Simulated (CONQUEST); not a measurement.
# BaTiO3 (P4mm) in CONQUEST: further runs

The runs below take BaTiO3 through single point, with PBE.

Everything below comes from runs of CONQUEST 1.3. Logs are shortened: lines on timing, memory, paths and dates and some standing lists are left out, and cuts for length are marked.

### 1 The structure

The structure is tetragonal, space group P4mm (No. 99). The conventional cell has a = 4.000 Å, b = 4.000 Å, c = 4.018 Å, α = 90.00°, β = 90.00°, γ = 90.00°. Ba (site symmetry 4mm) is surrounded by 12 O at 2.79 to 2.88 Å. Ti (site symmetry 4mm) is surrounded by 6 O at 1.89 to 2.13 Å. O (site symmetry 2mm) is surrounded by 2 Ti at 2.00 Å. O (site symmetry 4mm) has 2 Ti at 1.89 to 2.13 Å as nearest neighbours.

### 2 Single point, PBE

Input file Conquest_input:

```
IO.Title BaTiO3
IO.Coordinates coords.dat
IO.FractionalAtomicCoords T
IO.Iprint 2
IO.Iprint_init 1
General.NumberOfSpecies 3
General.PseudopotentialType hamann
AtomMove.TypeOfRun static
AtomMove.FullStress T
Grid.GridCutoff 150
DM.SolutionMethod diagon
Diag.MPMesh T
Diag.GammaCentred T
Diag.MPMeshX 7
Diag.MPMeshY 7
Diag.MPMeshZ 7
Diag.kT 0.00183747
minE.SCTolerance 1e-6
SC.MaxIters 100
IO.AtomChargeOutput T
%block ChemicalSpeciesLabel
1 137.330 Ba
2 47.880 Ti
3 16.000 O
%endblock
```

Input file coords.dat:

```
    7.5585265533     0.0000000000     0.0000000000
    0.0000000000     7.5585265533     0.0000000000
    0.0000000000     0.0000000000     7.5929195687
5
  0.0000000000   0.0000000000   0.0000000000 1 T T T
  0.5000000000   0.5000000000   0.5100000000 2 T T T
  0.5000000000   0.0000000000   0.4830000000 3 T T T
  0.0000000000   0.5000000000   0.4830000000 3 T T T
  0.5000000000   0.5000000000   0.9810000000 3 T T T
```

Potentials or basis: PseudoDojo NC PBE, SZ, grid cutoff 150 Ha.

Launch:

```sh
$ Conquest
```

The program printed:

```text
Simulation cell dimensions:     7.5585 a0 x     7.5585 a0 x     7.5929 a0

      Atomic coordinates (a0)
         Atom         X         Y         Z  Species
            1    0.0000    0.0000    0.0000        1
            2    3.7793    3.7793    3.8724        2
            3    3.7793    0.0000    3.6674        3
            4    0.0000    3.7793    3.6674        3
            5    3.7793    3.7793    7.4487        3

         Monkhorst-Pack mesh:   7 x   7 x   7 gamma-centred
        This calculation includes non-local pseudopotentials,
         with a maximum core radius of     10.78210748

    Job title: BaTiO3
    Job to be run: static calculation

[... 5 lines left out ...]
      Using Fermi-Dirac smearing

    Integration grid size:     48 x   48 x   48

    Integration grid spacing:  0.157 a0 x 0.157 a0 x 0.158 a0

    Number of species:  3
    --------------------------------------------------------
    |   #  mass (au)  Charge (e)  SF Rad (a0)  NSF  Label  |
    --------------------------------------------------------
    |   1    137.330      10.000       11.073    5  Ba     |
    |   2     47.880      12.000        8.542   10  Ti     |
    |   3     16.000       6.000        5.220    4  O      |
    --------------------------------------------------------
          SCF tolerance:                 0.00000100
          SCF iterations:               100

    The functional used will be GGA PBE96

           radial cut-off to be used is taken to be max PAO cut-off radius for this species:   10.782107

           greatest ang. mom. for making density from PAOs:  1

           radial cut-off to be used is taken to be max PAO cut-off radius for this species:    8.226919

           greatest ang. mom. for making density from PAOs:  2

           radial cut-off to be used is taken to be max PAO cut-off radius for this species:    4.914330

           greatest ang. mom. for making density from PAOs:  1
    Minimum blocs/proc is     1728. Maximum blocs/proc is     1728
    set_atom_dens: In set_atomic_density, electrons :      40.000000000000
 matrix_size & matrix_size_padH =           27          27

    Screened ion int: energy:    -102.932397677639 Ha

    new_SC_potl: Starting.  Tolerance:  0.10000E-05

    PulayMixSC: Starting Pulay mixing, A_up =  0.500 A_dn =  0.500
    PulayMixSC: Spin non-polarised calculation.
          Harris-Foulkes Energy            :      -137.472271587162027 Ha
          (TS=0 as O(N) or entropic contribution is negligible)
          DFT Total Energy                 :      -136.462530038266607 Ha
          Total number of electrons        :        39.999999999999950
    PulayMixSC: Pulay iteration     1 residual:              0.12051E-01
          Harris-Foulkes Energy            :      -137.467293154739139 Ha
          GroundState Energy (E-(1/2)TS)   :      -137.468092563593530 Ha
          Free Energy (E-TS)               :      -137.468891972447921 Ha
          DFT Total Energy                 :      -133.821485507836286 Ha
          Total number of electrons        :        40.000004027115644
    PulayMixSC: Pulay iteration     2 residual:              0.19268E-01
          Harris-Foulkes Energy            :      -137.179701150222797 Ha
          (TS=0 as O(N) or entropic contribution is negligible)
          DFT Total Energy                 :      -136.819988199601056 Ha
          Total number of electrons        :        40.000001837224346
    PulayMixSC: Pulay iteration     3 residual:              0.66577E-02
          Harris-Foulkes Energy            :      -137.090407057706642 Ha
          (TS=0 as O(N) or entropic contribution is negligible)
          DFT Total Energy                 :      -137.046225701000651 Ha
          Total number of electrons        :        40.000001217725568
    PulayMixSC: Pulay iteration     4 residual:              0.22103E-02
          Harris-Foulkes Energy            :      -137.080693734053312 Ha
          (TS=0 as O(N) or entropic contribution is negligible)
          DFT Total Energy                 :      -137.080257309266869 Ha
          Total number of electrons        :        39.999999873767429
    PulayMixSC: Pulay iteration     5 residual:              0.23953E-03
          Harris-Foulkes Energy            :      -137.081159180690548 Ha
          (TS=0 as O(N) or entropic contribution is negligible)
          DFT Total Energy                 :      -137.077954814829411 Ha
          Total number of electrons        :        39.999999607299166
    PulayMixSC: Pulay iteration     6 residual:              0.57675E-03
          Harris-Foulkes Energy            :      -137.080701003476861 Ha
          (TS=0 as O(N) or entropic contribution is negligible)
          DFT Total Energy                 :      -137.079933095380653 Ha
          Total number of electrons        :        39.999999742374150
    PulayMixSC: Pulay iteration     7 residual:              0.28168E-03
          Harris-Foulkes Energy            :      -137.080555091071574 Ha
          (TS=0 as O(N) or entropic contribution is negligible)
          DFT Total Energy                 :      -137.080535842334342 Ha
          Total number of electrons        :        39.999999905484138
    PulayMixSC: Pulay iteration     8 residual:              0.45306E-04
          Harris-Foulkes Energy            :      -137.080551812945004 Ha
          (TS=0 as O(N) or entropic contribution is negligible)
          DFT Total Energy                 :      -137.080549817328290 Ha
          Total number of electrons        :        39.999999895509795
    PulayMixSC: Pulay iteration     9 residual:              0.14901E-04
          Harris-Foulkes Energy            :      -137.080551443468806 Ha
          (TS=0 as O(N) or entropic contribution is negligible)
          DFT Total Energy                 :      -137.080551438832913 Ha
          Total number of electrons        :        39.999999896675810
    PulayMixSC: Pulay iteration    10 residual:              0.69262E-06
    PulayMixSC: Reached SCF tolerance of  0.69262E-06 after     10 iterations
      | Number of electrons      =        40.000000
      |* band energy as 2Tr[K.H] =       -32.083705480476439 Ha
      |  screened ion-ion energy =      -102.932397677638903 Ha
      |  Ha correction           =        -3.290814316401474 Ha
      |  XC correction           =         1.226390040616166 Ha
      |* Harris-Foulkes energy   =      -137.080551443468806 Ha
      |* DFT total energy        =      -137.080551438832913 Ha
      |  estimated accuracy      =        -0.000000004635893 Ha

    force: Forces on atoms (Ha/a0)
    force:  Atom   X              Y              Z
    force:     1  -0.0000000000  -0.0000000000  -0.0051759408
    force:     2   0.0000000000   0.0000000000   0.0047852558
    force:     3   0.0000000000   0.0000000000   0.0047602425
    force:     4  -0.0000000000   0.0000000000   0.0047602425
    force:     5   0.0000000000   0.0000000000  -0.0100368276

    force: Maximum force :        0.01003683(Ha/a0) on atom         5 in z direction
    force: Force Residual:        0.00625694 Ha/a0
    force: Total stress:         -9.19661201     0.00000000     0.00000000 GPa
                             0.00000000    -9.19661201     0.00000000
                             0.00000000     0.00000000   -10.73963562
    force: Average pressure:      9.71095321 GPa

    force: Finished force
    get_E_and_F: Change in energy during last step of electronic optimisation:  0.36948E-06

    BIBLIOGRAPHY: Please consider citing the following references in the conquest.bib file

    CONQUEST:         Bowler2002pt, Miyazaki2004, Nakata2020
    Basis:            Bowler2019
    DM:               Bowler:2006xr
    Pseudopotentials: Hamann2013, Bowler2019
    XC functional:    Perdew1996
```

Wall time 65 s (1 thread of Intel Xeon 6975P-C (Granite Rapids), shared host); peak memory 0.62 GiB.

What came out:

| Quantity | Value |
| --- | --- |
| Free energy | -3730.1518 eV |
| Pressure | 9.7 GPa |
| Largest force | 0.516 eV/Å |
| Band gap on the k mesh | 1.50 eV, indirect (least direct gap 1.59 eV) |
| Mulliken charges | Ba +1.58; Ti +0.89; O -0.82 e |

Forces in eV/Å, atoms in the order of the input:
```
Ba   0.000  0.000 -0.266
Ti   0.000  0.000  0.246
O    0.000  0.000  0.245
O    0.000  0.000  0.245
O    0.000  0.000 -0.516
```

Levels at points of the mesh, in eV from the valence-band top:
```
           k point  band 18  band 19  band 20  band 21  band 22  band 23
(0.00, 0.00, 0.00)    -0.14    -0.14    -0.09     1.50     1.84     1.84
```

Caveat: the atomic basis is small; Mulliken charges move with the basis; spin-orbit coupling is left out, which moves the levels of the heavy elements; an odd mesh through Γ misses points on the zone boundary, where band edges often lie; the basis of atomic orbitals isn't converged, which shifts pressures, moduli and gaps.

### 3 Single point, PBE (atoms moved at random, drawn with an rms of 0.05 Å)

Conquest_input is that of step 2.

Input file coords.dat:

```
    7.5585265533     0.0000000000     0.0000000000
    0.0000000000     7.5585265533     0.0000000000
    0.0000000000     0.0000000000     7.5929195687
5
  0.0153840000   0.9900890000   0.0038750000 1 T T T
  0.5003450000   0.4968850000   0.5066190000 2 T T T
  0.5004510000   0.9963090000   0.4874480000 3 T T T
  0.0004610000   0.5134300000   0.4783700000 3 T T T
  0.4930380000   0.5064820000   0.9753670000 3 T T T
```

Potentials or basis: PseudoDojo NC PBE, DZP, grid cutoff 150 Ha.

Launch:

```sh
$ Conquest
```

It took 5.5 min on 1 thread of Intel Xeon 6975P-C (Granite Rapids), shared host; peak memory 1.5 GiB.

The run converged. Its results:

| Item | Value |
| --- | --- |
| Free energy | -3737.4238 eV |
| Pressure | 5.2 GPa |
| Largest force | 0.674 eV/Å |
| Band gap on the k mesh | 1.80 eV, indirect (least direct gap 1.98 eV) |
| Mulliken charges | Ba +1.26; Ti +1.34; O -0.87, -0.85 e |

Forces in eV/Å, atoms in the order of the input:
```
Ba  -0.486  0.351 -0.309
Ti   0.191 -0.033  0.223
O    0.088  0.454 -0.080
O   -0.054 -0.438  0.153
O    0.279 -0.337  0.000
```

Stress tensor (GPa, compression positive):
```
 4.33 -0.25  0.27
-0.25  5.03 -0.61
 0.27 -0.61  6.17
```

Caveat: Mulliken charges move with the basis; spin-orbit coupling is left out, which moves the levels of the heavy elements; an odd mesh through Γ misses points on the zone boundary, where band edges often lie; the basis of atomic orbitals isn't converged, which shifts pressures, moduli and gaps.

### 4 Single point, PBE (atoms moved at random, drawn with an rms of 0.05 Å)

Conquest_input is that of step 3.

coords.dat is that of step 3.

Potentials or basis: PseudoDojo NC PBE, DZ, grid cutoff 150 Ha.

Launch:

```sh
$ Conquest
```

It took 2.1 min on 1 thread of Intel Xeon 6975P-C (Granite Rapids), shared host; peak memory 0.91 GiB.

It converged, with:

```yaml
Free_energy: -3735.6626 eV
Pressure: 4.8 GPa
Largest_force: 0.915 eV/Å
Band_gap_on_the_k_mesh: 1.81 eV, indirect (least direct gap 2.02 eV)
Mulliken_charges: Ba +1.82; Ti +1.32; O -1.05, -1.06, -1.03 e
```

Forces in eV/Å, atoms in the order of the input:
```
Ba  -0.656  0.488 -0.412
Ti   0.256 -0.034  0.080
O    0.123  0.453 -0.016
O   -0.050 -0.529  0.258
O    0.343 -0.390  0.069
```

Stress tensor (GPa, compression positive):
```
 3.70 -0.33  0.27
-0.33  4.59 -0.69
 0.27 -0.69  6.06
```

Caveat: the atomic basis is small; Mulliken charges move with the basis; spin-orbit coupling is left out, which moves the levels of the heavy elements; an odd mesh through Γ misses points on the zone boundary, where band edges often lie; the basis of atomic orbitals isn't converged, which shifts pressures, moduli and gaps.

### 5 Single point, PBE (atoms moved at random, drawn with an rms of 0.05 Å)

Conquest_input is that of step 4.

coords.dat is that of step 4.

Potentials or basis: PseudoDojo NC PBE, SZP, grid cutoff 150 Ha.

Launch:

```sh
$ Conquest
```

It took 3.6 min on 1 thread of Intel Xeon 6975P-C (Granite Rapids), shared host; peak memory 1.2 GiB.

It converged, with:

```yaml
Free_energy: -3736.3442 eV
Pressure: 7.1 GPa
Largest_force: 0.656 eV/Å
Band_gap_on_the_k_mesh: 1.56 eV, indirect (least direct gap 1.78 eV)
Mulliken_charges: Ba +1.05; Ti +0.72; O -0.59 e
```

Forces in eV/Å, atoms in the order of the input:
```
Ba  -0.477  0.343 -0.292
Ti   0.203 -0.080  0.276
O    0.088  0.483 -0.131
O   -0.067 -0.415  0.090
O    0.268 -0.324  0.021
```

Stress tensor (GPa, compression positive):
```
 6.36 -0.25  0.26
-0.25  6.94 -0.60
 0.26 -0.60  7.95
```

Caveat: the atomic basis is small; Mulliken charges move with the basis; spin-orbit coupling is left out, which moves the levels of the heavy elements; an odd mesh through Γ misses points on the zone boundary, where band edges often lie; the basis of atomic orbitals isn't converged, which shifts pressures, moduli and gaps.

### 6 Summary

```tsv
potentials or basis	cell	gap on the mesh (eV)	pressure (GPa)	largest force (eV/Å)
PseudoDojo NC PBE, SZ, grid cutoff 150 Ha	as given	1.50	9.7	0.52
PseudoDojo NC PBE, DZP, grid cutoff 150 Ha	atoms moved at random, drawn with an rms of 0.05 Å	1.80	5.2	0.67
PseudoDojo NC PBE, DZ, grid cutoff 150 Ha	atoms moved at random, drawn with an rms of 0.05 Å	1.81	4.8	0.92
PseudoDojo NC PBE, SZP, grid cutoff 150 Ha	atoms moved at random, drawn with an rms of 0.05 Å	1.56	7.1	0.66
```

Alike in all rows: task single point; level PBE; no spin polarisation; k mesh 7 × 7 × 7; smearing fermi-dirac 0.05 eV.

Caveats: spin-orbit coupling is left out, which moves the levels of the heavy elements; an odd mesh through Γ misses points on the zone boundary, where band edges often lie; the basis of atomic orbitals isn't converged, which shifts pressures, moduli and gaps; the atomic basis is small (some runs).

Absolute energies hang on the potentials; compare differences alone.
